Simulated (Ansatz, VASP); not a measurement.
# One calculation of Mg, two programs

```xyz
2
Lattice="3.1739 0.0000 0.0000 -1.5869 2.7486 0.0000 0.0000 0.0000 5.1829" Properties=species:S:1:pos:R:3 pbc="T T T"
Mg    0.0000    0.0000    0.0000
Mg    0.0000    1.8324    2.5914
```

The cell was built by a generator and needn't be a form met in nature.

Alike in both runs: task relaxation of cell and atoms; functional PBE; k mesh 18 × 18 × 8; occupations gaussian, width 0.1 eV; no spin polarisation.

|  | VASP | Ansatz |
| --- | --- | --- |
| version | VASP 6.6.1 | Ansatz 0.2.0 |
| potentials or method | VASP PAW PBE potentials, release 64 (Mg) | scalar-relativistic, plane waves, PAW |
| plane-wave cutoff (eV) | 600 | 420 |
| valence electrons in the cell | 4 | 20 |

Ansatz gave:

| Property | Result |
| --- | --- |
| gap on the k mesh at the Fermi level, each at its own relaxed structure (eV) | none |
| relaxed volume (Å³/atom) | 22.94 |
| relaxed cell length with the largest relative difference (Å) | 3.209 |
| energy change over the relaxation (meV/atom) | -1 |

Question: What did VASP give for the same quantities?

Answer: gap on the k mesh at the Fermi level, each at its own relaxed structure (eV): none; relaxed volume (Å³/atom): 22.86; relaxed cell length with the largest relative difference (Å): 3.205; energy change over the relaxation (meV/atom): -1.

A gap of «none» marks a metal or a gap that the smearing closes. The two sets of potentials don't hold the same shells in valence.
